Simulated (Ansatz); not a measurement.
Born–Oppenheimer molecular dynamics of a periodic cell of 16 atoms, Li (start crystal Li, start structure bcc, volume 1.05 times the crystal's). It goes on from the last frame of an earlier run, with new velocities.

Theory: Ansatz, DFT PBE, scalar-relativistic, plane waves, PAW. Settings: cutoff 420 eV, k mesh 2x2x2, fermi-dirac smearing 0.1 eV, no spin polarisation.

```
ensemble        : NPT, Langevin
time step       : 1 fs
steps asked     : 300
set temperature : 630 K
friction        : 0.005 /fs
pressure        : 20 GPa
seed            : 618370
```

First frame:

```xyz
16
Lattice="7.0944 0.0000 0.0000 0.0000 7.0944 0.0000 0.0000 0.0000 7.0944" Properties=species:S:1:pos:R:3
Li -0.308 0.469 1.279
Li 2.856 -0.233 0.592
Li 0.072 3.625 1.039
Li 0.281 0.519 3.934
Li 2.085 2.474 1.990
Li 3.470 3.554 -0.146
Li 3.302 0.587 4.563
Li 5.294 2.615 2.321
Li -0.421 4.293 4.093
Li 1.730 5.869 2.726
Li 1.115 1.790 6.121
Li 2.544 3.300 4.438
Li 4.841 5.423 1.793
Li 5.033 1.608 6.701
Li 0.510 5.540 6.339
Li 4.978 5.766 5.390
```

Problem. What does the run give?

Solution. The run went to its last step.

* steps done: 300
* time covered: 300 fs
* mean temperature over the second half: 1142 K
* spread of the potential energy over the second half: 333.7 meV per atom
* mean potential energy of the second half above the start: 468.8 meV per atom
* mean pressure over the second half: 27.1 GPa

The conserved energy stayed within 0.57 meV per atom of its start (net change -0.02 meV per atom), so the integration is sound. The mean temperature of the second half is 81 % above the set value. A run of 0.3 ps of so small a system gives no equilibrium averages. Limits of this set-up: coarse k mesh. The cell's volume went from 357 to 148 Å³.

Problem. What happens to the structure?

Solution. Mean squared displacements from the first frame to the last, about the centre of mass, the cell's change included: Li 2.24 Å². This is one draw of velocities; another would differ in detail.

Problem. How do temperature and energy run in time?

Solution. 
| time (fs) | T (K) | potential energy less start (eV) | conserved less start (meV/atom) | P (GPa) | volume (Å³) |
| --- | --- | --- | --- | --- | --- |
| 0.0 | 591 | 0.000 | 0.00 | 0.2 | 357.1 |
| 10.0 | 604 | 0.033 | -0.14 | 1.4 | 328.2 |
| 20.0 | 750 | 0.928 | -0.37 | 5.9 | 264.1 |
| 30.0 | 1213 | 4.386 | -0.50 | 17.5 | 197.7 |
| 40.0 | 1503 | 11.643 | -0.52 | 39.8 | 149.3 |
| 50.0 | 1151 | 21.169 | -0.02 | 67.6 | 121.8 |
| 60.0 | 1388 | 23.664 | -0.06 | 78.9 | 114.7 |
| 70.0 | 1261 | 18.919 | -0.24 | 60.0 | 126.3 |
| 80.0 | 978 | 11.181 | -0.34 | 34.1 | 154.8 |
| 90.0 | 856 | 4.949 | -0.34 | 16.6 | 197.2 |
| 100.0 | 750 | 1.544 | -0.19 | 7.5 | 246.1 |
| 110.0 | 790 | 0.289 | -0.04 | 3.8 | 283.8 |
| 120.0 | 805 | -0.079 | 0.00 | 3.1 | 293.8 |
| 130.0 | 849 | 0.221 | -0.07 | 4.5 | 273.2 |
| 140.0 | 883 | 1.703 | -0.20 | 9.4 | 231.6 |
| 150.0 | 1063 | 5.173 | -0.28 | 19.9 | 187.9 |
| 160.0 | 1260 | 10.533 | -0.15 | 36.4 | 154.5 |
| 170.0 | 1537 | 14.914 | -0.15 | 51.2 | 135.8 |
| 180.0 | 1112 | 16.823 | 0.11 | 53.9 | 132.3 |
| 190.0 | 1152 | 13.211 | -0.18 | 43.1 | 143.2 |
| 200.0 | 809 | 8.803 | -0.10 | 28.1 | 166.1 |
| 210.0 | 920 | 4.481 | -0.15 | 16.4 | 197.1 |
| 220.0 | 974 | 1.737 | -0.06 | 9.6 | 228.6 |
| 230.0 | 949 | 0.736 | 0.04 | 6.9 | 248.7 |
| 240.0 | 993 | 0.532 | 0.03 | 6.9 | 250.3 |
| 250.0 | 1035 | 1.137 | -0.01 | 9.3 | 235.2 |
| 260.0 | 1231 | 2.815 | -0.07 | 14.4 | 209.0 |
| 270.0 | 1431 | 5.616 | -0.12 | 23.0 | 180.6 |
| 280.0 | 1481 | 9.373 | -0.10 | 33.7 | 158.7 |
| 290.0 | 1129 | 12.524 | 0.09 | 41.4 | 147.2 |
| 300.0 | 1243 | 12.126 | -0.02 | 41.2 | 147.7 |

Run time: 11 min on 1 thread of Arm Neoverse V2, with other jobs on the host, peak memory 0.53 GiB.
